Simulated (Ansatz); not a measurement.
# Ti: the cost of one run

Method: DFT PBE, scalar-relativistic, plane waves, PAW, in Ansatz 0.2.0.

7 further runs of the same task are left out: 7 set aside as unsound or not needed.

## 1. The system as given

It takes space group R-3m (No. 166, trigonal). The conventional cell has a = 3.626 Å, b = 3.626 Å, c = 9.470 Å, α = 90.00°, β = 90.00°, γ = 120.00°. Around Ti (site symmetry 3m) lie 3 Ti at 2.45 Å.

As a file:

```
CELL_PARAMETERS angstrom
1.81322 1.04686 3.15665
-1.81322 1.04686 3.15665
0.00000 -2.09373 3.15665
ATOMIC_POSITIONS crystal
Ti 0.23364 0.23364 0.23364
Ti 0.76636 0.76636 0.76636
```

This is candidate A: Sb type (R-3m, No. 166).

(A quick probe on a coarse mesh, which set the mesh and smearing, is not shown.)

## 3. Coarse relaxation (candidate A)

File input.yaml:

```yaml
crystal:
  lattice:
    - [1.8132214101, 1.0468638692, 3.1566539158]
    - [-1.8132214101, 1.0468638692, 3.1566539158]
    - [0.0, -2.0937277384, 3.1566539158]
  atoms:
    - { symbol: Ti, position: [0.23364, 0.23364, 0.23364] }
    - { symbol: Ti, position: [0.76636, 0.76636, 0.76636] }
basis:
  ecutwfc: 420
kpoints:
  mp_grid: { grid: [6, 6, 6] }
hamiltonian:
  xc: pbe
scf:
  occupations: { method: gaussian, width: 0.1 }
  lower_state_search: "off"
output:
  forces: true
  stress: true
  eigenvalues: true
relax:
  adjacent_minimum: "off"
  f_tol: 0.04
  max_steps: 70
  cell: { stress_tol: 0.4 }
```

What time and memory should one allow on 1 thread of an x86-64 CPU, shared host?

About 14 s, with a peak of 0.41 GiB.
